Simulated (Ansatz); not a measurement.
Crystal: TiCo.

```
Co Ti
1.0
     2.98611    0.00000    0.00000
     0.00000    2.98611    0.00000
     0.00000    0.00000    2.98611
Co Ti
1 1
Direct
  0.50000 0.50000 0.50000
  0.00000 0.00000 0.00000
```

The cell comes from a database or a generator and needn't be the stable form of this composition.

```yaml
Program: Ansatz 0.2.0
Task: relaxation of cell and atoms
Functional: HSE03
Potentials_or_basis: Ansatz PAW
Cutoff: "420 eV (not typed: the program's choice for these potentials)"
k_mesh: 5 × 5 × 5
Occupations: fermi-dirac, width 0.05 eV
Spin: collinear spin, ferromagnetic start
Starting_moments: "[2.0, 1.0] μB"
```

At the start: volume 13.31 Å³/atom.

Task: Where does the relaxation end?

Result: It ends after 4 steps and the volume is 13.81 Å³/atom (+3.7 %); space group Pm-3m (No. 221, to 0.05 Å); moment 1.00 μB per cell.

The path:
```csv
step,energy change (eV),largest force (eV/Å),volume (Å³)
1,0.0000,0.0000,26.63
2,-0.0167,0.0000,27.55
3,-0.0167,0.0000,27.62
4,-0.0179,0.0000,27.62
```

Final structure:
```
CELL_PARAMETERS angstrom
3.02290 0.00000 0.00000
0.00000 3.02290 0.00000
0.00000 0.00000 3.02290
ATOMIC_POSITIONS crystal
Co 0.50000 0.50000 0.50000
Ti 0.00000 0.00000 0.00000
```

Caveat: the k mesh is coarse (spacing up to 0.42 Å⁻¹), so the values aren't converged, least of all with exact exchange; the magnetic or orbital state may not be the lowest; the plane-wave basis is chosen anew once the cell has moved, so the energies of steps on either side of that aren't comparable; the PAW data sets come from PBE, with cores solved anew for the run's functional, which leaves a small shift of forces and pressure; the starting moments weren't kept.
